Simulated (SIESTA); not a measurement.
Crystal: CdF2.

```
CELL_PARAMETERS angstrom
0.00000 2.69400 2.69400
2.69400 0.00000 2.69400
2.69400 2.69400 0.00000
ATOMIC_POSITIONS crystal
Cd 0.00000 0.00000 0.00000
F 0.75000 0.75000 0.75000
F 0.25000 0.25000 0.25000
```

Base run:

| Quantity | Value |
| --- | --- |
| Program | SIESTA 5.4.2 |
| Functional | PBEsol |
| Potentials or basis | PseudoDojo 0.4 standard (PBEsol files) |
| Basis | DZP (energy shift 0.003 Ry; two zetas on semicore shells) |
| Grid cutoff | 800 Ry |
| Energy shift | 0.003 Ry |
| k mesh | 9 × 9 × 9 |
| Occupations | fermi-dirac, width 0.05 eV |
| Spin | no spin polarisation |

Its results: band gap on the k mesh 2.99 eV, indirect (least direct gap 3.47 eV); pressure 0.0 GPa.

Question: The run is repeated on the same cell with these changes: functional from PBEsol to AM05. What comes out?

Answer: Band gap on the k mesh 3.01 eV, indirect (least direct gap 3.53 eV); pressure 1.9 GPa.

Caveats: the basis of atomic orbitals isn't converged, which shifts pressures, moduli and gaps; an odd mesh through Γ misses points on the zone boundary, where band edges often lie (some runs); the potentials were made for another functional, which shifts forces and pressure (some runs).

Not every run made on this cell is shown here.
